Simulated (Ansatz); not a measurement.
Cu Kα1 powder pattern (kinematic, no thermal factors).
```
2θ (°)  relative intensity
 19.46                  10
 29.38                   3
 35.91                   3
 36.94                 100
 38.61                  78
 39.52                  62
 40.85                  75
 43.59                  52
 46.77                  51
 50.32                   1
 62.84                  18
 63.85                  42
 64.76                   2
 67.45                   1
 67.58                  15
 72.59                  12
 76.12                  10
 77.17                  10
 77.75                  45
 77.88                   8
 78.64                   9
 80.51                   8
 82.78                   8
 83.48                   8
 85.08                   6
```

The pattern is computed from a structure relaxed with DFT PBE, scalar-relativistic, plane waves, PAW in Ansatz. No spin polarisation. Its elements are Al, Ti.

**Question.** Give the structure.

**Answer.** TiAl$_{3}$.
Space group P6_3/mmc (No. 194). a = 2.913 Å, b = 2.913 Å, c = 18.229 Å, α = 90.00°, β = 90.00°, γ = 120.00°
```
atom  site  symmetry       x       y       z
  Ti    2a      -3m. 0.0000  0.0000  0.0000
  Al    4f       3m. 0.3333  0.6667  0.1241
  Al    2d      -6m2  0.3333  0.6667  0.7500
```

A pattern alone doesn't exclude other cells with like lines; this is the one computed.

Another cell of TiAl3 relaxed alike, in Pm-3m, lies 273 meV/atom lower, so this cell isn't the stable form at this level.

It was reached by relaxing an invented guess, and it needn't be the stable form of this composition.
